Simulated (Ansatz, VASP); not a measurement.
This is a calculation of Ag for Ansatz 0.2.0.

Contents of input.yaml:

```yaml
crystal:
  lattice:
    - [0.0, 2.04275, 2.04275]
    - [2.04275, 0.0, 2.04275]
    - [2.04275, 2.04275, 0.0]
  atoms:
    - { symbol: Ag, position: [0.0, 0.0, 0.0] }
hamiltonian:
  xc: pbe
  pseudopotentials: { kind: paw }
kpoints:
  mp_grid: { grid: [11, 11, 11] }
scf:
  occupations: { method: gaussian, width: 0.028 }
output:
  forces: true
  stress: true
  eigenvalues: true
```

Potentials or basis: Ansatz PAW.

Command:

```bash
$ ansatz run input.yaml --threads 2 --pin off --max-ram 5632MiB --backend cpu --events-out ev --progress --plain --runs-dir out
```

Q: Set up the same calculation for VASP 6.6.1. Potentials there: VASP PAW PBE potentials, release 64 (Ag).

A: As run (the cutoff follows the program's own potentials):

File INCAR:

```
SYSTEM = Ag
PREC = Accurate
ENCUT = 520
EDIFF = 1E-7
ISMEAR = 0
SIGMA = 0.028000000000000004
LREAL = .FALSE.
LASPH = .TRUE.
NELM = 100
ALGO = Normal
ISIF = 2
LWAVE = .FALSE.
LCHARG = .TRUE.
GGA = PE
LELF = .TRUE.
LVHAR = .TRUE.
```

File KPOINTS:

```
Automatic mesh
0
G
  11 11 11
  0 0 0
```

File POSCAR:

```
Ag
1.0
    0.0000000000      2.0427500000      2.0427500000
    2.0427500000      0.0000000000      2.0427500000
    2.0427500000      2.0427500000      0.0000000000
Ag
1
Direct
    0.0000000000      0.0000000000      0.0000000000
```

Potentials or basis: VASP PAW PBE potentials, release 64 (Ag).

Launch:

```bash
$ cat potpaw_PBE.64/Ag/POTCAR > POTCAR
$ mpirun -np 1 vasp_std > vasp.out
```

Both were run:

|  | VASP | Ansatz | Ansatz less VASP |
| --- | --- | --- | --- |
| gap on the k mesh at the Fermi level (eV) | none | none | - |
| pressure (GPa) | 4.1 | 4.3 | +0.18 |

A gap of «none» marks a metal or a gap that the smearing closes. With one functional, cell and mesh, what is left measures potentials, basis and numerics. The two sets of potentials don't hold the same shells in valence.
